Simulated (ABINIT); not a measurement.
The system is SnO2 (Cassiterite).

```xyz
6
Lattice="4.7380 0.0000 0.0000 0.0000 4.7380 0.0000 0.0000 0.0000 3.1865" Properties=species:S:1:pos:R:3 pbc="T T T"
Sn    2.3690    2.3690    1.5933
Sn    0.0000    0.0000    0.0000
O     3.8240    0.9140    1.5933
O     3.2830    3.2830    0.0000
O     0.9140    3.8240    1.5933
O     1.4550    1.4550    0.0000
```

Base run:

- Program: ABINIT 10.8.3 (patched build)
- Functional: PBE
- Potentials or basis: JTH PAW PBE v2.0 sp
- Cutoff: 517 eV
- k mesh: 4 × 4 × 6
- Occupations: fermi-dirac, width 0.05 eV
- Spin: no spin polarisation

Its results: band gap on the k mesh 1.14 eV, direct; largest force 0.352 eV/Å.

Q: The run is repeated on the same cell with these changes: potentials or basis from JTH PAW PBE v2.0 sp to PseudoDojo NC SR PBE v0.4.1 standard; cutoff from 517 eV to 952 eV; valence electrons from 32 to 52. What comes out?

A: Band gap on the k mesh 1.26 eV, direct; largest force 0.282 eV/Å.

Caveats: spin-orbit coupling is left out, which moves the levels of the heavy elements; this set keeps more shells in the core, which shifts pressures and gaps (some runs); the atomic spheres overlap (some runs).

